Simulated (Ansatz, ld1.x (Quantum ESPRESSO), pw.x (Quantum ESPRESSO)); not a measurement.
**Equation-of-state test of one ultrasoft potential (platinum)**

| Item | Value |
| --- | --- |
| Element | platinum |
| Generator | ld1.x (Quantum ESPRESSO) 7.5 |
| Type | ultrasoft |
| Functional | PBE |
| Relativity | scalar-relativistic |
| Frozen core | [Xe] 4f14 |
| Valence charge | 10 |
| Reference configuration | 5d9 6s1 6p0 |
| Partial waves | 6s (bound): rcut 2.20, rcutus 2.66 bohr; 6s channel at 4.3 Ry: rcut 2.20, rcutus 2.66 bohr; 6p (bound, empty): rcut 2.96, rcutus 4.08 bohr; 6p channel at 2.75 Ry: rcut 2.96, rcutus 4.08 bohr; 5d (bound): rcut 1.38, rcutus 1.78 bohr; 5d channel at 0.1 Ry: rcut 1.38, rcutus 1.78 bohr |
| Local potential | all-electron potential smoothed inside 2.56 bohr (lloc = -1) |
| Core correction | none |
| Augmentation charge | PSQ, radius 1.48 bohr |

Crystal test: sc Pt in pw.x 7.5, no spin, 12³ k-points, Fermi–Dirac smearing 0.01 Ry, cutoffs 70/560 Ry. The reference is all-electron LAPW (Ansatz 0.2.0) with the same functional, mesh and smearing; V0 and B0 come from Birch–Murnaghan fits to the pressures at five volumes. Errors are pseudo minus all-electron; Δ is the rms difference of the E(V) curves that follow from these fits, minima aligned, over ±6 % about the mean V0. Mesh and smearing are coarse, so the numbers serve the comparison and aren't converged zero-temperature values; the lattice is a test structure that the element need not adopt.

| V (Å³/atom) | P all-electron (GPa) | P pseudo (GPa) |
| --- | --- | --- |
| 17.283 | 9.80 | 11.82 |
| 17.738 | 4.08 | 5.72 |
| 18.193 | -0.80 | 0.51 |
| 18.648 | -4.96 | -3.95 |
| 19.103 | -8.49 | -7.73 |

All-electron: a0 = 2.626 Å (V0 = 18.11 Å³/atom), B0 = 184.3 GPa.

Pseudopotential: mean pressure error (GPa): +1.35; a0 (Å): 2.632; a0 error (%): +0.24; B0 error (%): +2.9; Δ (meV/atom): 5.4. The largest radius (4.08 bohr) exceeds half the bond length (2.49 bohr), so the spheres overlap, which is one possible source of error among others.

Question: At the middle volume, how do free energy and pressure move when the wave cutoff is lowered (ecutrho held at 560 Ry)?

Answer:

```
cutoff (Ry)  shift of F (meV/atom)  shift of P (GPa)
         32                 +150.4            -10.30
         42                  +52.6             -0.40
         56                   +5.3             -0.52
```

The run at the middle volume (84 k-points, 8 iterations) took about 14 s on one core of a shared host (Neoverse-V2, 32 threads, 247 GiB, load 31).
